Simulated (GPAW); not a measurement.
Crystal: Co.

```
Co
1.0
     2.47200    0.00000    0.00000
    -1.23600    2.14081    0.00000
     0.00000    0.00000    4.02114
Co
2
Direct
  0.66667 0.33333 0.75000
  0.33333 0.66667 0.25000
```

```yaml
Program: GPAW 26.7.0
Task: relaxation of cell and atoms
Functional: PBEsol
Potentials_or_basis: PAW data sets generated in the run's folder for this functional
Cutoff: 600 eV
Basis: pw
k_mesh: 9 × 9 × 5
Occupations: fermi-dirac, width 0.05 eV
Spin: collinear spin, ferromagnetic start
Starting_moments: "[2.0, 2.0] μB"
```

At the start: pressure -6.4 GPa; volume 10.64 Å³/atom.

**Question.** How do energy, volume and symmetry change on relaxing?

**Answer.** Over 6 steps the energy falls by 3.0 meV/atom and the volume is 10.37 Å³/atom (-2.6 %); space group P6_3/mmc (No. 194, to 0.05 Å); moment 3.05 μB per cell.

The path:
```csv
step,energy change (eV),largest force (eV/Å),pressure (GPa),volume (Å³)
1,0.0000,0.0001,-6.39,21.28
2,-0.0046,0.0000,-4.27,21.09
3,-0.0057,0.0000,0.20,20.71
4,-0.0059,0.0000,0.02,20.73
5,-0.0060,0.0000,-0.10,20.74
6,-0.0061,0.0000,-0.08,20.73
```

Final structure:
```yaml
crystal:
  lattice:
    - [2.45356, 0.00000, 0.00000]
    - [-1.22678, 2.12485, 0.00000]
    - [0.00000, 0.00000, 3.97712]
  atoms:
    - { symbol: Co, position: [0.66667, 0.33333, 0.75000] }
    - { symbol: Co, position: [0.33333, 0.66667, 0.25000] }
```

Caveat: each step starts from the last one's moments, so a moment once lost doesn't come back; later steps reuse the first step's grids.
